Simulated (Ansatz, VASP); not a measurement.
Two plane-wave programs on HfN

```
Hf N
1.0
     0.02259    2.27029    2.27029
     2.27029    0.02259    2.27029
     2.27029    2.27029    0.02259
Hf N
1 1
Direct
  0.00000 0.00000 0.00000
  0.50000 0.50000 0.50000
```

Change from the starting cell: equal xy, yz and zx shear strains of +1 %, PAW files.

Alike in both runs: task electric field gradients; functional PBE; k mesh 10 × 10 × 10; occupations fermi-dirac, width 0.03 eV; no spin polarisation.

```csv
,VASP,Ansatz
version,VASP 6.6.1,Ansatz 0.2.0
potentials or method,"VASP PAW PBE potentials, release 64 (Hf_pv, N)","PAW with Ansatz's default frozen-core files, scalar-relativistic"
plane-wave cutoff (eV),520,420
valence electrons in the cell,15,31
```

|  | VASP | Ansatz | Ansatz less VASP |
| --- | --- | --- | --- |
| pressure (GPa) | 3.1 | 5.5 | +2.38 |
| largest component of the traceless stress (GPa) | 1.00 | 1.01 | +0.008 |
| Vzz of the field gradient on the site that differs most (V/Å²) | -8.1 | -8.9 | -0.84 |

The two sets of potentials don't hold the same shells in valence. Ansatz warned: «gradients_without_spin_orbit».

Spin-orbit coupling is left out, which matters for the levels of Hf.
